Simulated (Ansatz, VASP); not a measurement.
**Two plane-wave programs on AlN**

The input INCAR:

```
PREC = Accurate
ENCUT = 520
EDIFF = 1E-6
ISMEAR = 0
SIGMA = 0.05
LREAL = F
LASPH = T
NELM = 80
ALGO = Normal
ISIF = 2
LWAVE = F
LCHARG = F
GGA = PE
NBANDS = 16
```

The input KPOINTS:

```
Automatic mesh
0
Gamma
  8 8 6
```

The input POSCAR:

```
AlN
1.0
    0.0000000000     -1.9844337052     -1.9844337052
    0.0000000000      1.9844337052     -1.9844337052
    3.9688674103      0.0000000000      0.0000000000
Al N
2 2
Direct
    0.5289881188      0.4710118812      0.0000000000
   -0.0289881188      0.0289881188      0.5000000000
    0.4894833559      0.5105166441      0.5000000000
    0.0105166441      0.9894833559      0.0000000000
```

Input for Ansatz:

```yaml
crystal:
  lattice:
    - [0.0, -1.9844337052, -1.9844337052]
    - [0.0, 1.9844337052, -1.9844337052]
    - [3.9688674103, 0.0, 0.0]
  atoms:
    - { symbol: Al, position: [0.5289881188, 0.4710118812, 0.0] }
    - { symbol: Al, position: [-0.0289881188, 0.0289881188, 0.5] }
    - { symbol: "N", position: [0.4894833559, 0.5105166441, 0.5] }
    - { symbol: "N", position: [0.0105166441, 0.9894833559, 0.0] }
basis:
  ecutwfc: 520.0
kpoints:
  mp_grid: { grid: [8, 8, 6] }
hamiltonian:
  xc: pbe
  pseudopotentials: { kind: paw }
scf:
  occupations: { method: gaussian, width: 0.05 }
output:
  forces: true
  stress: true
  eigenvalues: true
```

Change from the starting cell: mode 4 frozen in at -0.118 Å, equal normal strain along x, y and z -0.0250.

Alike in both runs: task single point; functional PBE; k mesh 8 × 8 × 6; occupations gaussian, width 0.05 eV; no spin polarisation.

|  | VASP | Ansatz |
| --- | --- | --- |
| version | VASP 6.6.1 | Ansatz 0.2.0 |
| potentials or method | VASP PAW PBE potentials, release 64 (Al, N) | scalar-relativistic, plane waves, PAW |
| plane-wave cutoff (eV) | 520 | 520 |
| valence electrons in the cell | 16 | 16 |

VASP gave:

* gap on the k mesh at the Fermi level (eV): 5.07
* least direct gap on the mesh (eV): 5.15
* pressure (GPa): 23.4
* largest component of the traceless stress (GPa): 2.56
* rms of the force components (eV/Å): 0.622

Which values does Ansatz return?

gap on the k mesh at the Fermi level (eV): 5.10; least direct gap on the mesh (eV): 5.18; pressure (GPa): 23.7; largest component of the traceless stress (GPa): 2.55; rms of the force components (eV/Å): 0.622.

Atom by atom the forces differ by 0.001 eV/Å (rms over components).

Caveats: so large a pressure means that the cell lies far from this level's equilibrium, or that cutoff or potentials fall short (VASP); forces of over 1 eV/Å show positions far from the minimum, so gaps and moduli don't describe the material at rest. A k mesh can miss the band edges.
